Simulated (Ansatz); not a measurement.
## InP: stationary points along a deformation path

All numbers below come from DFT PBE, scalar-relativistic, plane waves, PAW (Ansatz). Settings: plane waves to 420 eV, k-mesh 12×12×12 (Γ-centred), Gaussian smearing 0.05 eV. No spin polarisation. Energies are free energies at this smearing, counted from the undisturbed cell; pressure is positive in compression.

The starting cell (relaxed at this level):

```
In P
1.0
     0.00000    2.98003    2.98003
     2.98003    0.00000    2.98003
     2.98003    2.98003    0.00000
In P
1 1
Direct
  0.00000 0.00000 0.00000
  0.75000 0.75000 0.75000
```

At fixed volume and fractional coordinates, lengths along (0.000, 0.000, 1.000) are scaled against those across it; ρ is that ratio over its starting value. V = 26.465 Å³/atom. Δσ is the stress along the axis less the mean stress across it (compression positive).

```
    ρ  ΔE (meV/atom)  Δσ (GPa) space group
0.650          252.2      8.35        I-4m2
0.707          177.8      7.68        I-4m2
0.780          101.6      6.34        I-4m2
0.850           48.4      4.83        I-4m2
0.920           14.1      2.91        I-4m2
0.960            3.6      1.55        I-4m2
1.000            0.0      0.00        F-43m
1.050            5.7     -2.20        I-4m2
1.100           23.1     -4.65        I-4m2
1.200           92.9    -10.10        I-4m2
1.300          206.9    -15.71        I-4m2
1.414          372.5    -19.25        I-4m2
1.500          495.4    -18.55        I-4m2
```

Question: How does the stress give the slope of the energy, and where is the energy stationary?

Answer: Along the path d ln(length) is 2/3 d ln ρ on the axis and −1/3 d ln ρ across it, so dE/d ln ρ = −(2/3) V Δσ: the energy falls with ρ where Δσ is positive. Δσ vanishes or changes sign at ρ = 1.000 (F-43m), a minimum at 0.0 meV/atom. Pairs of stationary points between two samples would go unseen, and could change a minimum read from distant neighbours into a maximum. At ρ = 1.000 the cell is cubic, where symmetry alone makes the stress isotropic and the slope zero.

Question: Which shear constant sets the curvature at ρ = 1?

Answer: For a cubic crystal E/V = (2/3) C (ln ρ)² with C = C′ = (C11 − C12)/2, so Δσ = −2C ln ρ. The parabola of Δσ against ln ρ through ρ = 0.960, 1 and 1.050 gives C ≈ 21 GPa with the ions clamped, rough because the steps are large.

Question: Integrate that slope from ρ = 1 to 0.850 by the trapezoid rule.

Answer: With V/N in Å³ and 1 eV/Å³ = 160.2 GPa the slopes at ρ = 1.000, 0.960, 0.920, 0.850 are 0, -171, -320, -532 meV/atom per unit of ln ρ. The steps add 3.5 + 10.5 + 33.7 = 47.7 meV/atom, against 48.4 from the energies; the trapezoid rule misses the curvature of the slope within each step.

The gap closes along the scan, which can put kinks into the curve.

Cost: 13 runs of about 1.1 core-minutes in all, on Intel Xeon 6975P-C (Granite Rapids) (shared hosts).